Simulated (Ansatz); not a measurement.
Here is an Ansatz 0.2.0 calculation.

File input.yaml:

```yaml
crystal:
  lattice:
    - [3.4800006906, 0.0, 0.0]
    - [-1.7400003453, 3.0137690032, 0.0]
    - [0.0, 0.0, 23.385]
  atoms:
    - { symbol: Pb, position: [0.6666666667, 0.3333333334, 0.3207184092] }
    - { symbol: Pb, position: [0.3333333333, 0.6666666666, 0.4402394697] }
    - { symbol: Pb, position: [0.6666666667, 0.3333333334, 0.5597605303] }
    - { symbol: Pb, position: [0.3333333333, 0.6666666666, 0.6792815908] }
kpoints:
  mp_grid: { grid: [9, 9, 1] }
scf:
  occupations: { method: fermi_dirac, width: 0.05 }
hamiltonian:
  xc: pbe
  pseudopotentials: { kind: all_electron, lapw: { basis_error: 0.002 } }
output:
  forces: true
  stress: true
  eigenvalues: true
```

Potentials or basis: all-electron LAPW, scalar-relativistic.

Launch:

```sh
$ ansatz run input.yaml --threads 4 --pin off --max-ram 14336MiB --backend cpu --events-out ev --progress --plain --runs-dir out
```

Task: What does it give for the largest force?

Result: 0.409 eV/Å.

Task: What does it give for the work function?

Result: 3.80 eV.

Task: Predict the band gap on the k mesh.

Result: None (metal or under the smearing width).

Forces in eV/Å, atoms in the order of the input:
```
Pb   0.000  0.000 -0.020
Pb   0.000  0.000 -0.409
Pb   0.000  0.000  0.409
Pb   0.000  0.000  0.020
```

The run has no spin-orbit coupling, so splittings on Pb are missing.
